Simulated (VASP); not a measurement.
# SiC (Moissanite 3C) (F-43m) in VASP: further runs, part 2 of 4

VASP 6.6.1. Earlier steps stand in the parts before.

### Step 3. Band structure, PBEsol0

The input, POSCAR:

```
SiC
1.0
    0.0000000000      2.1790000000      2.1790000000
    2.1790000000      0.0000000000      2.1790000000
    2.1790000000      2.1790000000      0.0000000000
Si C
1 1
Direct
    0.0000000000      0.0000000000      0.0000000000
    0.7500000000      0.7500000000      0.7500000000
```

The input, INCAR.step1:

```
PREC = Accurate ; ENCUT = 520
EDIFF = 1E-5 ; ISMEAR = -1
SIGMA = 0.05 ; LREAL = F
LASPH = T ; NELM = 60
ALGO = Normal ; ISIF = 2
LWAVE = T ; LCHARG = F
GGA = PE
```

The input, INCAR.step2:

```
PREC = Accurate ; ENCUT = 520
EDIFF = 1E-6 ; ISMEAR = -1
SIGMA = 0.05 ; LREAL = F
LASPH = T ; NELM = 60
ALGO = Normal ; ISIF = 2
LWAVE = F ; LCHARG = F
GGA = PS ; LHFCALC = T
AEXX = 0.25 ; PRECFOCK = Fast
HFRCUT = -1 ; ISTART = 1
```

The input, KPOINTS:

```
Automatic mesh
0
Gamma
  5 5 5
```

The input, KPOINTS_OPT:

```
path GXWKGLUWLK,UX
12
line-mode
reciprocal
 0.0000000000  0.0000000000  0.0000000000  G
 0.5000000000  0.0000000000  0.5000000000  X

 0.5000000000  0.0000000000  0.5000000000  X
 0.5000000000  0.2500000000  0.7500000000  W

 0.5000000000  0.2500000000  0.7500000000  W
 0.3750000000  0.3750000000  0.7500000000  K

 0.3750000000  0.3750000000  0.7500000000  K
 0.0000000000  0.0000000000  0.0000000000  G

 0.0000000000  0.0000000000  0.0000000000  G
 0.5000000000  0.5000000000  0.5000000000  L

 0.5000000000  0.5000000000  0.5000000000  L
 0.6250000000  0.2500000000  0.6250000000  U

 0.6250000000  0.2500000000  0.6250000000  U
 0.5000000000  0.2500000000  0.7500000000  W

 0.5000000000  0.2500000000  0.7500000000  W
 0.5000000000  0.5000000000  0.5000000000  L

 0.5000000000  0.5000000000  0.5000000000  L
 0.3750000000  0.3750000000  0.7500000000  K

 0.6250000000  0.2500000000  0.6250000000  U
 0.5000000000  0.0000000000  0.5000000000  X
```

Potentials or basis: VASP PAW PBE potentials, release 64 (Si, C).

Started as:

```console
$ cat potpaw_PBE.64/Si/POTCAR potpaw_PBE.64/C/POTCAR > POTCAR
$ cp INCAR.step1 INCAR
$ mpirun -np 1 vasp_std > vasp.out
$ cp INCAR.step2 INCAR
$ mpirun -np 1 vasp_std > vasp.out
```

OUTCAR:

```text
PREC = Accurate
   ENCUT = 520
   EDIFF = 1E-6
   ISMEAR = -1
   LREAL = F
   LASPH = T
   NELM = 60
   ISIF = 2
   GGA = PS
   LHFCALC = T
   AEXX = 0.25
   PRECFOCK = Fast
   ISTART = 1

 ion  position               nearest neighbor table
   1  0.000  0.000  0.000-   2 1.89   2 1.89   2 1.89   2 1.89
   2  0.750  0.750  0.750-   1 1.89   1 1.89   1 1.89   1 1.89

  LATTYP: Found a face centered cubic cell.
 ALAT       =     4.3580000000

  Lattice vectors:

 A1 = (   0.0000000000,   2.1790000000,   2.1790000000)
 A2 = (   2.1790000000,   0.0000000000,   2.1790000000)
 A3 = (   2.1790000000,   2.1790000000,   0.0000000000)

Analysis of symmetry for initial positions (statically):
=====================================================================
 Subroutine PRICEL returns:
 Original cell was already a primitive cell.

 Routine SETGRP: Setting up the symmetry group for a
 face centered cubic supercell.

 Subroutine GETGRP returns: Found 24 space group operations
 (whereof 24 operations were pure point group operations)
 out of a pool of 48 trial point group operations.

[... 159 lines left out ...]
 fundamental gap:      3.4002914066
 Fermi energy:         8.1341658671

 k-point     1 :       0.0000    0.0000    0.0000
  band No.  band energies     occupation
      1      -9.9658      2.00000
      2       7.0733      2.00000
      3       7.0733      2.00000
      4       7.0733      2.00000
      5      15.3498      0.00000
      6      16.3599      0.00000
      7      16.3599      0.00000
      8      16.3599      0.00000
[... 89 lines left out ...]
 k-point    10 :      -0.4000    0.4000    0.2000
  band No.  band energies     occupation
      1      -5.0984      2.00000
      2      -0.3807      2.00000
      3       1.7375      2.00000
      4       3.2860      2.00000
      5      13.7905      0.00000
      6      17.3417      0.00000
      7      18.0153      0.00000
      8      21.7833      0.00000

------------------------ aborting loop because EDIFF is reached ----------------------------------------

  FORCE on cell =-STRESS in cart. coord.  units (eV):
  Direction    XX          YY          ZZ          XY          YZ          ZX
  --------------------------------------------------------------------------------------
  -------------------------------------------------------------------------------------
  Total       -0.5049610     -0.5049610     -0.5049610     -0.0000000      0.0000000     -0.0000000
  in kB      -39.0991005    -39.0991005    -39.0991005     -0.0000000      0.0000000     -0.0000000
  external PRESSURE =     -39.0991005 kB  Pullay stress =       0.0000000 kB

 VOLUME and BASIS-vectors are now :
 -----------------------------------------------------------------------------
  energy-cutoff  :      520.00
  volume of cell :       20.69
      direct lattice vectors                 reciprocal lattice vectors
     0.000000000  2.179000000  2.179000000    -0.229463056  0.229463056  0.229463056
     2.179000000  0.000000000  2.179000000     0.229463056 -0.229463056  0.229463056
     2.179000000  2.179000000  0.000000000     0.229463056  0.229463056 -0.229463056

 POSITION                                       TOTAL-FORCE (eV/Angst)
 -----------------------------------------------------------------------------------
      0.00000      0.00000      0.00000         0.000000     -0.000000     -0.000000
      3.26850      3.26850      3.26850        -0.000000      0.000000      0.000000
 -----------------------------------------------------------------------------------
    total drift:                               -0.000001      0.000000     -0.000001

  FREE ENERGIE OF THE ION-ELECTRON SYSTEM (eV)
  ---------------------------------------------------
  free  energy   TOTEN  =       -19.0372581437 eV

  energy  without entropy=      -19.0372581437  energy(sigma->0) =      -19.03725814
```

OUTCAR.step1:

```text
PREC = Accurate
   ENCUT = 520
   EDIFF = 1E-5
   ISMEAR = -1
   LREAL = F
[... 315 lines left out ...]
      0.00000      0.00000      0.00000         0.000000     -0.000000     -0.000000
      3.26850      3.26850      3.26850        -0.000000      0.000000      0.000000
 -----------------------------------------------------------------------------------
    total drift:                               -0.000000     -0.000000     -0.000000

  FREE ENERGIE OF THE ION-ELECTRON SYSTEM (eV)
  ---------------------------------------------------
  free  energy   TOTEN  =       -15.0225619430 eV

  energy  without entropy=      -15.0225619413  energy(sigma->0) =      -15.02256194
```

Wall time 6.5 min (1 thread of Intel Xeon Platinum 8259CL at 2.50GHz (Skylake/Cascade Lake), shared host); peak memory 0.16 GiB.

Results:

```yaml
Free_energy: -19.0373 eV
Pressure: -3.9 GPa
Band_gap_along_the_path: 2.90 eV, indirect (least direct gap 6.43 eV)
```

Levels at the corners of the path, in eV from the valence-band top:
| point | band 1 | band 2 | band 3 | band 4 | band 5 | band 6 | band 7 | band 8 |
| --- | --- | --- | --- | --- | --- | --- | --- | --- |
| Γ | -17.04 | 0.00 | 0.00 | 0.00 | 8.28 | 9.29 | 9.29 | 9.29 |
| X | -11.58 | -8.61 | -3.53 | -3.53 | 2.90 | 6.04 | 16.66 | 16.94 |
| X | -11.58 | -8.61 | -3.53 | -3.53 | 2.90 | 6.04 | 16.66 | 16.74 |
| W | -11.33 | -7.74 | -5.52 | -5.14 | 7.05 | 11.63 | 11.72 | 11.78 |
| W | -11.33 | -7.74 | -5.52 | -5.14 | 7.05 | 11.63 | 11.72 | 11.78 |
| K | -11.58 | -8.03 | -6.11 | -2.88 | 4.77 | 9.78 | 14.26 | 14.95 |
| K | -11.58 | -8.03 | -6.11 | -2.88 | 4.77 | 9.78 | 14.25 | 14.93 |
| Γ | -17.04 | 0.00 | 0.00 | 0.00 | 8.28 | 9.29 | 9.29 | 9.29 |
| Γ | -17.04 | 0.00 | 0.00 | 0.00 | 8.28 | 9.29 | 9.29 | 9.29 |
| L | -13.16 | -9.44 | -1.16 | -1.16 | 7.36 | 9.18 | 9.18 | 12.24 |
| L | -13.16 | -9.44 | -1.16 | -1.16 | 7.36 | 9.18 | 9.18 | 12.24 |
| U | -11.58 | -8.03 | -6.11 | -2.88 | 4.77 | 9.78 | 14.26 | 14.93 |
| U | -11.58 | -8.03 | -6.11 | -2.88 | 4.77 | 9.78 | 14.26 | 14.93 |
| W | -11.33 | -7.74 | -5.52 | -5.14 | 7.05 | 11.63 | 11.72 | 11.78 |
| W | -11.33 | -7.74 | -5.52 | -5.14 | 7.05 | 11.63 | 11.72 | 11.78 |
| L | -13.16 | -9.44 | -1.16 | -1.16 | 7.36 | 9.18 | 9.18 | 12.24 |
| L | -13.16 | -9.44 | -1.16 | -1.16 | 7.36 | 9.18 | 9.18 | 12.24 |
| K | -11.58 | -8.03 | -6.11 | -2.88 | 4.77 | 9.78 | 14.27 | 14.95 |
| U | -11.58 | -8.03 | -6.11 | -2.88 | 4.77 | 9.78 | 14.25 | 14.98 |
| X | -11.58 | -8.61 | -3.53 | -3.53 | 2.90 | 6.04 | 16.66 | 16.90 |

Caveat: the k mesh is coarse (spacing up to 0.50 Å⁻¹), so the values aren't converged, least of all with exact exchange; the PAW data sets were made with another functional, which shifts forces and pressure a little.

### Step 4. Band structure, HSE03

POSCAR is that of step 3.

The input, INCAR.step1:

```
ALGO = Normal
EDIFF = 1E-5
ENCUT = 520
GGA = PE
ISIF = 2
ISMEAR = -1
LASPH = True
LCHARG = False
LREAL = False
LWAVE = True
NELM = 80
PREC = Accurate
SIGMA = 0.05
```

The input, INCAR.step2:

```
ALGO = Normal
EDIFF = 1E-6
ENCUT = 520
GGA = PE
HFSCREEN = 0.3
ISIF = 2
ISMEAR = -1
ISTART = 1
LASPH = True
LCHARG = False
LHFCALC = True
LREAL = False
LWAVE = False
NELM = 80
PREC = Accurate
PRECFOCK = Fast
SIGMA = 0.05
```

The input, KPOINTS:

```
k-points
0
Gamma
  5 5 5
```

KPOINTS_OPT is that of step 3.

Potentials or basis: VASP PAW PBE potentials, release 64 (Si, C).

Started as:

```console
$ cat potpaw_PBE.64/Si/POTCAR potpaw_PBE.64/C/POTCAR > POTCAR
$ cp INCAR.step1 INCAR
$ mpirun -np 1 vasp_std > vasp.out
$ cp INCAR.step2 INCAR
$ mpirun -np 1 vasp_std > vasp.out
```

OUTCAR:

```text
EDIFF = 1E-6
   ENCUT = 520
   GGA = PE
   HFSCREEN = 0.3
   ISIF = 2
   ISMEAR = -1
   ISTART = 1
   LASPH = True
   LHFCALC = True
   LREAL = False
   NELM = 80
   PREC = Accurate
   PRECFOCK = Fast

 ion  position               nearest neighbor table
   1  0.000  0.000  0.000-   2 1.89   2 1.89   2 1.89   2 1.89
   2  0.750  0.750  0.750-   1 1.89   1 1.89   1 1.89   1 1.89

  LATTYP: Found a face centered cubic cell.
 ALAT       =     4.3580000000

  Lattice vectors:

 A1 = (   0.0000000000,   2.1790000000,   2.1790000000)
 A2 = (   2.1790000000,   0.0000000000,   2.1790000000)
 A3 = (   2.1790000000,   2.1790000000,   0.0000000000)

Analysis of symmetry for initial positions (statically):
=====================================================================
 Subroutine PRICEL returns:
 Original cell was already a primitive cell.

 Routine SETGRP: Setting up the symmetry group for a
 face centered cubic supercell.

 Subroutine GETGRP returns: Found 24 space group operations
 (whereof 24 operations were pure point group operations)
 out of a pool of 48 trial point group operations.

The static configuration has the point symmetry T_d .

Analysis of symmetry for dynamics (positions and initial velocities):
=====================================================================
 Subroutine PRICEL returns:
 Original cell was already a primitive cell.

 Routine SETGRP: Setting up the symmetry group for a
 face centered cubic supercell.

 Subroutine GETGRP returns: Found 24 space group operations
 (whereof 24 operations were pure point group operations)
 out of a pool of 48 trial point group operations.

The dynamic configuration has the point symmetry T_d .

 Subroutine INISYM returns: Found 24 space group operations
 (whereof 24 operations are pure point group operations),
 and found     1 'primitive' translations

----------------------------------------------------------------------------------------

                                     Primitive cell

  volume of cell :      20.6920

  direct lattice vectors                    reciprocal lattice vectors
     0.000000000  2.179000000  2.179000000    -0.229463056  0.229463056  0.229463056
     2.179000000  0.000000000  2.179000000     0.229463056 -0.229463056  0.229463056
     2.179000000  2.179000000  0.000000000     0.229463056  0.229463056 -0.229463056

  length of vectors
     3.081571352  3.081571352  3.081571352     0.397441672  0.397441672  0.397441672

  position of ions in fractional coordinates (direct lattice)
     0.000000000  0.000000000  0.000000000
     0.750000000  0.750000000  0.750000000

  ion indices of the primitive-cell ions
   primitive index   ion index
                 1           1
                 2           2

----------------------------------------------------------------------------------------

 KPOINTS: k-points

Automatic generation of k-mesh.
[... 29 lines left out ...]
 -0.200000  0.200000  0.000000     12.000000
  0.400000  0.400000  0.000000      6.000000
 -0.400000  0.400000  0.000000     12.000000
 -0.400000  0.400000  0.200000     24.000000
   k-points           NKPTS =     10   k-points in BZ     NKDIM =    125   number of bands    NBANDS=      8
   number of dos      NEDOS =    301   number of ions     NIONS =      2
   total plane-waves  NPLWV =  13824
   dimension x,y,z NGX =    24 NGY =   24 NGZ =   24
   dimension x,y,z NGXF=    48 NGYF=   48 NGZF=   48
   ions per type =               1   1
   NGX,Y,Z   is equivalent  to a cutoff of  12.95, 12.95, 12.95 a.u.
   NGXF,Y,Z  is equivalent  to a cutoff of  25.90, 25.90, 25.90 a.u.
 SYSTEM =  unknown system
   PREC   = accura    normal or accurate (medium, high low for compatibility)
   ISTART =      1    job   : 0-new  1-cont  2-samecut
   ICHARG =      0    charge: 1-file 2-atom 10-const
   ISPIN  =      1    spin polarized calculation?
   LNONCOLLINEAR =      F non collinear calculations
   LSORBIT =      F    spin-orbit coupling
   LASPH  =      T    aspherical Exc in radial PAW
   ENCUT  =  520.0 eV  38.22 Ry    6.18 a.u.   5.73  5.73  5.73*2*pi/ulx,y,z
   NELM   =     80;   NELMIN=  2; NELMDL=  0     # of ELM steps
   EDIFF  = 0.1E-05   stopping-criterion for ELM
   LREAL  =      F    real-space projection
   EDIFFG = 0.1E-04   stopping-criterion for IOM
   NSW    =      0    number of steps for IOM
   IBRION =     -1    ionic relax: 0-MD 1-quasi-New 2-CG
   NFREE  =      0    steps in history (QN), initial steepest desc. (CG)
   ISIF   =      2    stress and relaxation
   ISYM   =      3    0-nonsym 1-usesym 2-fastsym
   POTIM  = 0.5000    time-step for ionic-motion
   TEBEG  =    0.0;   TEEND  =   0.0 temperature during run
   PSTRESS=    0.0 pullay stress
   NELECT =       8.0000    total number of electrons
   NUPDOWN=      -1.0000    fix difference up-down
   EMIN   =  10.00;   EMAX   =-10.00  energy-range for DOS
   EFERMI =   0.00;   METHOD = LEGACY
   ISMEAR =    -1;   SIGMA  =   0.05  broadening in eV -4-tet -1-fermi 0-gaus
   EFERMI_NEDOS =   21; number of points for ismear=-14 and -15
   IALGO  =     38    algorithm
   IMIX   =      1    mixing-type and parameters
     AMIX     =   0.40;   BMIX     =  1.00
     AMIX_MAG =   1.60;   BMIX_MAG =  1.00
  volume/ion in A,a.u.               =      10.35        69.82
  Fermi-wavevector in a.u.,A,eV,Ry     =   1.192626  2.253736 19.352338  1.422357
  Thomas-Fermi vector in A             =   2.328660
   LORBIT       =      0    0 simple, 1 ext, 2 COOP (PROOUT), +10 PAW based schemes
   GGA     = PE    functional components
   LHFCALC =     T    Hartree Fock is set to
   PRECFOCK=fast      Normal, Fast or Accurate (Low or Medium for compatibility)
   ENCUT4O =  -1.0   cutoff for four orbital integrals eV
   NKREDX  =     1    reduce k-point grid by
   NKREDY  =     1    reduce k-point grid by
   NKREDZ  =     1    reduce k-point grid by
   AEXX    =    0.2500 exact exchange contribution
   HFSCREEN=    0.3000 screening length (either q_TF or 0.3 A-1)
   HFSCREENC=   0.3000 screening length for correlation (either q_TF or 0.3 A-1)
   ENCUTFOCK=  -1.0 apply spherical cutoff to Coloumb kernel
   IVDW    =     0    specifies the selected vdW correction
   LEPSILON=     F    determine dielectric tensor
   LRPA    =     F    only Hartree local field effects (RPA)
 non-spin polarized calculation
  energy-cutoff  :      520.00
  volume of cell :       20.69
 maximum number of plane-waves:       565
  NGX = 14; NGY = 14; NGZ = 14

 number of electron       8.0000001 magnetization

 Free energy of the ion-electron system (eV)
  ---------------------------------------------------
  ext. energy  EPLUGINS =         0.00000000
  ---------------------------------------------------
  free energy    TOTEN  =       -16.98563170 eV

  energy without entropy =      -16.98563170  energy(sigma->0) =      -16.98563170

 E-fermi :   8.6560     XC(G=0):  -9.4999

 val. band max:        7.6266303932   @ k =   0.0000   0.0000   0.0000
 cond. band min:      10.1546376263   @ k =   0.4000   0.4000   0.0000
 fundamental gap:      2.5280072331
 Fermi energy:         8.6559872444

 k-point     1 :       0.0000    0.0000    0.0000
  band No.  band energies     occupation
      1      -9.2727      2.00000
      2       7.6266      2.00000
      3       7.6266      2.00000
      4       7.6266      2.00000
      5      14.9317      0.00000
      6      15.9647      0.00000
      7      15.9647      0.00000
      8      15.9647      0.00000
[... 89 lines left out ...]
 k-point    10 :      -0.4000    0.4000    0.2000
  band No.  band energies     occupation
      1      -4.4516      2.00000
      2       0.2857      2.00000
      3       2.4010      2.00000
      4       3.9107      2.00000
      5      13.4154      0.00000
      6      16.9523      0.00000
      7      17.5860      0.00000
      8      21.3424      0.00000

------------------------ aborting loop because EDIFF is reached ----------------------------------------

  FORCE on cell =-STRESS in cart. coord.  units (eV):
  Direction    XX          YY          ZZ          XY          YZ          ZX
  --------------------------------------------------------------------------------------
  -------------------------------------------------------------------------------------
  Total       -0.1738779     -0.1738779     -0.1738779     -0.0000000      0.0000000      0.0000000
  in kB      -13.4633545    -13.4633545    -13.4633545     -0.0000000      0.0000000      0.0000000
  external PRESSURE =     -13.4633545 kB  Pullay stress =       0.0000000 kB

 VOLUME and BASIS-vectors are now :
 -----------------------------------------------------------------------------
  energy-cutoff  :      520.00
  volume of cell :       20.69
      direct lattice vectors                 reciprocal lattice vectors
     0.000000000  2.179000000  2.179000000    -0.229463056  0.229463056  0.229463056
     2.179000000  0.000000000  2.179000000     0.229463056 -0.229463056  0.229463056
     2.179000000  2.179000000  0.000000000     0.229463056  0.229463056 -0.229463056

 POSITION                                       TOTAL-FORCE (eV/Angst)
 -----------------------------------------------------------------------------------
      0.00000      0.00000      0.00000         0.000000      0.000000      0.000000
      3.26850      3.26850      3.26850        -0.000000     -0.000000     -0.000000
 -----------------------------------------------------------------------------------
    total drift:                               -0.000001      0.000000     -0.000000

  FREE ENERGIE OF THE ION-ELECTRON SYSTEM (eV)
  ---------------------------------------------------
  free  energy   TOTEN  =       -16.9856317029 eV

  energy  without entropy=      -16.9856317029  energy(sigma->0) =      -16.98563170
```

It took 3.3 min on 1 thread of Intel Xeon Platinum 8488C (Sapphire Rapids), shared host; peak memory 0.25 GiB.

Results:

```yaml
Free_energy: -16.9856 eV
Pressure: -1.3 GPa
Band_gap_along_the_path: 2.03 eV, indirect (least direct gap 5.50 eV)
```

Levels at the corners of the path, in eV from the valence-band top:
```
point  band 2  band 3  band 4  band 5  band 6  band 7
    Γ    0.00    0.00    0.00    7.30    8.34    8.34
    X   -8.47   -3.48   -3.48    2.03    5.14   15.65
    X   -8.47   -3.48   -3.48    2.03    5.14   15.65
    W   -7.62   -5.39   -5.01    6.10   10.64   10.77
    W   -7.62   -5.39   -5.01    6.10   10.64   10.77
    K   -7.90   -5.97   -2.83    3.88    8.82   13.25
    K   -7.90   -5.97   -2.83    3.88    8.82   13.24
    Γ    0.00    0.00    0.00    7.30    8.34    8.34
    Γ    0.00    0.00    0.00    7.30    8.34    8.34
    L   -9.27   -1.15   -1.15    6.40    8.23    8.23
    L   -9.27   -1.15   -1.15    6.40    8.23    8.23
    U   -7.90   -5.97   -2.83    3.88    8.82   13.25
    U   -7.90   -5.97   -2.83    3.88    8.82   13.25
    W   -7.62   -5.39   -5.01    6.10   10.64   10.77
    W   -7.62   -5.39   -5.01    6.10   10.64   10.77
    L   -9.27   -1.15   -1.15    6.40    8.23    8.23
    L   -9.27   -1.15   -1.15    6.40    8.23    8.23
    K   -7.90   -5.97   -2.83    3.88    8.82   13.25
    U   -7.90   -5.97   -2.83    3.88    8.82   13.25
    X   -8.47   -3.48   -3.48    2.03    5.14   15.65
```

Caveat: the k mesh is coarse (spacing up to 0.50 Å⁻¹), so the values aren't converged, least of all with exact exchange; the PAW data sets were made with another functional, which shifts forces and pressure a little.

[end of part 2 of 4]
